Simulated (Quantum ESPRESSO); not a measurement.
## Ga: single point with PBEsol

The system is Ga.

```xyz
2
Lattice="1.4500 -4.0650 0.0000 1.4500 4.0650 0.0000 0.0000 0.0000 3.1700" Properties=species:S:1:pos:R:3 pbc="T T T"
Ga    1.4500    2.9837    2.3775
Ga    1.4500   -2.9837    0.7925
```

This isn't the form of Ga at room conditions, which is orthorhombic.

```yaml
Program: Quantum ESPRESSO 7.5
Task: single point
Functional: PBEsol
Potentials_or_basis: GBRV 1.5 PBEsol
Cutoff: 762 eV
Density_cutoff: 6095 eV
k_mesh: 10 × 10 × 8
Occupations: fermi-dirac, width 0.05 eV
Spin: no spin polarisation
```

- Pressure: -2.1 GPa
- Largest force: 0.209 eV/Å
- Band gap on the k mesh: none (metal or under the smearing width)

Forces in eV/Å, atoms in the order of the input:
```
Ga   0.000 -0.209  0.000
Ga   0.000  0.209  0.000
```

Stress tensor (GPa, compression positive):
```
-3.76  0.00  0.00
 0.00 -1.78  0.00
 0.00  0.00 -0.84
```

Levels at points of the mesh, in eV from the Fermi level:
```
              k point  band 16  band 17  band 18  band 19  band 20  band 21  band 22  band 23
   (0.00, 0.00, 0.00)   -14.53   -11.20    -2.22    -1.53     2.94     6.61     7.87     8.80
  (0.00, 0.00, -0.50)   -14.62    -7.36    -7.36     1.90     1.90     2.54     2.54    10.40
  (0.00, -0.50, 0.00)   -14.59    -6.65    -5.37    -1.71    -0.39     6.54     6.77     8.94
 (0.00, -0.50, -0.50)   -14.59    -3.00    -3.00    -1.55    -1.55     1.91     1.91     4.28
 (-0.50, -0.50, 0.00)   -14.61    -9.17    -8.54     5.18     5.83     5.90     7.12     7.24
(-0.50, -0.50, -0.50)   -14.67    -5.54    -5.54    -4.19    -4.19     9.64     9.64    11.47
```

Wall time 68 s on 2 MPI ranks on Arm Neoverse V2 (shared host), peak memory 0.36 GiB a rank.
